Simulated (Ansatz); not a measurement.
KBr built on the zincblende prototype, relaxed with r2SCAN in the plane-wave code Ansatz. It is cubic, F-43m (No. 216); a = 7.377 Å in the conventional setting, 50.17 Å³ an atom. K is surrounded by 4 Br at 3.19 Å; Br is surrounded by 4 K at 3.19 Å.

The axes x, y and z are those of this cell:
```xyz
2
Lattice="0.0000 3.6883 3.6883 3.6883 0.0000 3.6883 3.6883 3.6883 0.0000" Properties=species:S:1:pos:R:3 pbc="T T T"
K     0.0000    0.0000    0.0000
Br    1.8441    1.8441    1.8441
```

Unstrained: With PBE the valence top lies at k = (0, 0.229, -1/4) and the conduction bottom at Γ, 4.282 eV higher; the smallest vertical gap, at Γ, is 4.298 eV. Least and direct gap differ so little that the kind isn't settled. With r2SCAN the valence top lies at k = (0, 0.229, -1/4) and the conduction bottom at Γ, 4.841 eV higher; the smallest vertical gap, at Γ, is 4.856 eV. Least and direct gap differ so little that the kind isn't settled. The HSE06 gap is indirect, 5.392 eV (k = (0, 0.229, -1/4) to Γ), below the direct gap of 5.405 eV at Γ. Least and direct gap differ so little that the kind isn't settled. Meshes: PBE 6×6×6, r2SCAN 6×6×6, HSE06 4×4×4. Strains are changes of length per length, and xy shears are angles. After each strain the atoms were relaxed again with r2SCAN within the symmetry that the strain leaves, so tilts or polar shifts that break it weren't tested; points keep the names that they have in the unstrained zone. No spin polarisation and no zero-point or thermal motion; the cell was built from a prototype and may be hypothetical.

(1) Estimate what epitaxial +2.5 % in the xy plane, free normal strain -5.27 % does to the gap.

(2) Estimate what isotropic +4.0 % on every length does to the gap.

(3) Apply xy shear, engineering strain (angle) +3.0 %. How far does the gap move, against the unstrained cell?

(4) Apply epitaxial -2.0 % in the xy plane, free normal strain +3.66 %. How far does the gap move, against the unstrained cell?

(5) Estimate what isotropic -2.0 % on every length does to the gap.

## Answers

(1) PBE: the gap goes from 4.282 to 4.250 eV (-0.032 eV); the edges go from (0, 0.229, -1/4) → Γ to L → Γ. r2SCAN: the gap goes from 4.841 to 4.809 eV (-0.032 eV); the edges go from (0, 0.229, -1/4) → Γ to L → Γ. HSE06: the gap goes from 5.392 to 5.359 eV (-0.033 eV); the edges go from (0, 0.229, -1/4) → Γ to L → Γ. The r2SCAN energy rises by 0.0 meV an atom.

(2) PBE: the gap goes from 4.282 to 4.077 eV (-0.205 eV); the edges go from (0, 0.229, -1/4) → Γ to Γ–K (0.50) → Γ. r2SCAN: the gap goes from 4.841 to 4.670 eV (-0.171 eV); the edges go from (0, 0.229, -1/4) → Γ to Γ–K (0.50) → Γ. HSE06: the gap goes from 5.392 to 5.170 eV (-0.222 eV); the edges go from (0, 0.229, -1/4) → Γ to Γ–K (0.50) → Γ. The r2SCAN energy rises by 19.3 meV an atom.

(3) PBE: the gap goes from 4.282 to 4.260 eV (-0.022 eV); the edges go from (0, 0.229, -1/4) → Γ to (0.229, 0.229, 0.479) → Γ. r2SCAN: the gap goes from 4.841 to 4.819 eV (-0.022 eV); the edges go from (0, 0.229, -1/4) → Γ to (0.229, 0.229, 0.479) → Γ. HSE06: the gap goes from 5.392 to 5.369 eV (-0.023 eV); the edges go from (0, 0.229, -1/4) → Γ to (0.229, 0.229, 0.479) → Γ. The r2SCAN energy rises by 0.3 meV an atom.

(4) PBE: the gap goes from 4.282 to 4.255 eV (-0.027 eV); the edges go from (0, 0.229, -1/4) → Γ to (0.271, 0.271, -0.438) → Γ. r2SCAN: the gap goes from 4.841 to 4.814 eV (-0.027 eV); the edges go from (0, 0.229, -1/4) → Γ to (0.271, 0.271, -0.438) → Γ. HSE06: the gap goes from 5.392 to 5.365 eV (-0.027 eV); the edges go from (0, 0.229, -1/4) → Γ to (0.271, 0.271, -0.438) → Γ. The r2SCAN energy rises by 0.2 meV an atom.

(5) PBE: the gap goes from 4.282 to 4.389 eV (+0.107 eV); the edges go from (0, 0.229, -1/4) → Γ to Γ–K (0.72) → Γ. r2SCAN: the gap goes from 4.841 to 4.932 eV (+0.091 eV); the edges go from (0, 0.229, -1/4) → Γ to Γ–K (0.72) → Γ. HSE06: the gap goes from 5.392 to 5.507 eV (+0.115 eV); the edges go from (0, 0.229, -1/4) → Γ to Γ–K (0.72) → Γ. The r2SCAN energy rises by 6.2 meV an atom.

Spin-orbit coupling is left out.

Where an edge lies off the special points, it is a point of the mesh or the k point where a search put PBE's edge or least direct gap, reused for the other functionals, whose own edges may lie a little apart.

Coordinates of k points refer to the reciprocal vectors of the primitive cell of the runs.

The meshes of the hybrids are coarse, so their gaps aren't converged to the digits shown.
